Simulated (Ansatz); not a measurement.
We consider zinc-blende InN (metastable phase), described by BLYP in Ansatz (plane waves, PAW).

Run with plane-wave cutoff 520 eV, 12×12×12 k mesh, Fermi–Dirac smearing 0.01 eV, scalar-relativistic PAW data made under PBE.

Cell (relaxed at this level):

```
InN
1.0
    0.00000     2.55833     2.55833
    2.55833     0.00000     2.55833
    2.55833     2.55833     0.00000
In N
1 1
Direct
  0.00000   0.00000   0.00000
  0.25000   0.25000   0.25000
```

### Question
Give the computed bulk modulus and pressure derivative B′ of the bulk modulus.

### Answer

- bulk modulus = 107 GPa
- pressure derivative B′ of the bulk modulus = 4.8

The run finds no gap.

Note: the gap of the solid is closed in this run; this level leaves the solid without a gap, although one is measured.

Spin–orbit coupling is not included; it can open a gap where bands touch, and shift volumes and moduli.

Computed values are for the static lattice.

It cost about 50 core-seconds (a rough figure) of CPU time.

Ansatz is an electronic-structure program.
